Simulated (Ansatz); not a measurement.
Strain response of WS$_{2}$

The calculation used Ansatz, DFT PBEsol, scalar-relativistic, plane waves, PAW. Run with 420 eV cutoff, 12×12×1 k-mesh, Gaussian smearing of 0.02 eV, no spin polarisation.

Starting point, cell and atoms relaxed:

```
CELL_PARAMETERS angstrom
3.14594 0.00000 0.00000
-1.57297 2.72446 0.00000
0.00000 0.00000 28.35080
ATOMIC_POSITIONS crystal
W 0.66667 0.33333 0.65971
W 0.33333 0.66667 0.88364
W 0.33333 0.66667 0.43583
S 0.66667 0.33333 0.93890
S 0.66667 0.33333 0.49112
S 0.33333 0.66667 0.71501
S 0.66667 0.33333 0.82834
S 0.66667 0.33333 0.38057
S 0.33333 0.66667 0.60442
```

Deformation: biaxial strain in the a-b plane, with the length and tilt of c and the atoms relaxed, all within the symmetry that the strain leaves. Energies are extrapolated to zero smearing. Stress is positive in compression, on the Cartesian axes of the cell above. Gaps are Kohn–Sham gaps over the whole zone.

Spin-orbit coupling is left out, which matters for the bands and energies of heavy elements.

```tsv
strain (%)	ΔE (meV/atom)	a (Å)	b (Å)	c (Å)	σxx (GPa)	σyy (GPa)	σzz (GPa)	gap (eV)
-3.0	31.8	3.052	3.052	28.821	6.57	6.57	-0.01	1.46
-1.5	7.7	3.099	3.099	28.574	3.11	3.11	-0.01	1.40
+0.0	0.0	3.146	3.146	28.351	0.00	0.00	0.00	1.32
+1.5	7.2	3.193	3.193	28.123	-2.80	-2.80	0.00	1.15
+3.0	28.1	3.240	3.240	27.887	-5.33	-5.33	0.00	0.82
```

This form isn't the usual stable structure of the compound.

Cost: 5 runs of about 6.1 core-minutes in all, on Arm Neoverse V2 (shared hosts).